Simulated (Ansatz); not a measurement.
## Tl: changing spin-orbit coupling

It takes space group P6_3/mmc (No. 194, hexagonal). The conventional cell has a = 3.509 Å, b = 3.509 Å, c = 11.266 Å, α = 90.00°, β = 90.00°, γ = 120.00°. Around Tl (site symmetry -6m2) lie 12 Tl at 3.47 to 3.51 Å. Around Tl (site symmetry -3m) lie 12 Tl at 3.47 to 3.51 Å.

Kept alike: task band structure; functional PBEsol; k mesh 9 × 9 × 3; occupations fermi-dirac, width 0.05 eV. Program: Ansatz, Ansatz PAW, cutoff 420 eV. The mesh is that of the run's cell of 4 atoms.

| spin-orbit coupling | pressure (GPa) |
| --- | --- |
| off | -1.73 |
| on | -2.24 |

Pressure is positive in compression, with a Pulay correction for the finite cutoff. For a metal such a mesh leaves the last digits unconverged. All rows use potentials made for PBE.

Problem. What does spin-orbit coupling change here?

Solution. The pressure runs from -2.24 (on) to -1.73 GPa (off).
